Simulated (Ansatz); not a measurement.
## LiH: frozen-core PAW against all-electron methods

```yaml
crystal:
  lattice:
    - [0.00000, 2.00349, 2.00349]
    - [2.00349, 0.00000, 2.00349]
    - [2.00349, 2.00349, 0.00000]
  atoms:
    - { symbol: Li, position: [0.00000, 0.00000, 0.00000] }
    - { symbol: H, position: [0.50000, 0.50000, 0.50000] }
```

Atom numbers follow the list: Li1, H2.

Conventional cell: a = 4.007 Å, b = 4.007 Å, c = 4.007 Å, α = 90.00°, β = 90.00°, γ = 90.00°. Li (atom 1) is surrounded by 6 H at 2.00 Å. H (atom 2) has 6 Li at 2.00 Å as nearest neighbours.

The cell was built from the rocksalt type and relaxed in the same program, and has space group Fm-3m; it needn't be a known or the stable phase.

Levels of theory: DFT, PBE, PAW with Ansatz's default frozen-core files, scalar-relativistic (Ansatz 0.2.0); DFT, PBE, all-electron PAW with datasets made for the crystal, scalar-relativistic (Ansatz 0.2.0); DFT, PBE, all-electron LAPW, scalar-relativistic (Ansatz 0.2.0).

For PAW: a Γ-centred 14×14×14 k mesh, Fermi–Dirac smearing of 0.08 eV, cutoff 420 eV, no spin polarisation. The crystal-made all-electron datasets (AE datasets) take a cutoff of 200 eV at this cell. LAPW targets a basis error of 1 meV/atom. The Ansatz runs share mesh, smearing and spin set-up. Plane-wave (PAW) pressures include the program's estimate of the Pulay term.

Stress and pressure are positive in compression.

Levels count from the top of the valence band.

| quantity | PAW | AE datasets | LAPW |
| --- | --- | --- | --- |
| pressure (GPa) | 0.00 | -0.02 | -0.02 |
| band gap (eV) | 2.984 | 2.984 | 2.984 |
| highest filled level at Γ (eV) | -5.445 | -5.440 | -5.440 |
| lowest empty level at Γ (eV) | 16.104 | 16.102 | 16.102 |
| highest filled level at W (eV) | -0.229 | -0.229 | -0.229 |
| lowest empty level at W (eV) | 5.273 | 5.272 | 5.272 |
| highest filled level at K (eV) | -0.513 | -0.513 | -0.513 |
| lowest empty level at K (eV) | 4.133 | 4.132 | 4.132 |

PAW's pressure differs from the LAPW value by +0.02 GPa. Datasets made for the crystal and LAPW share parts of one code, so their agreement isn't an independent check.
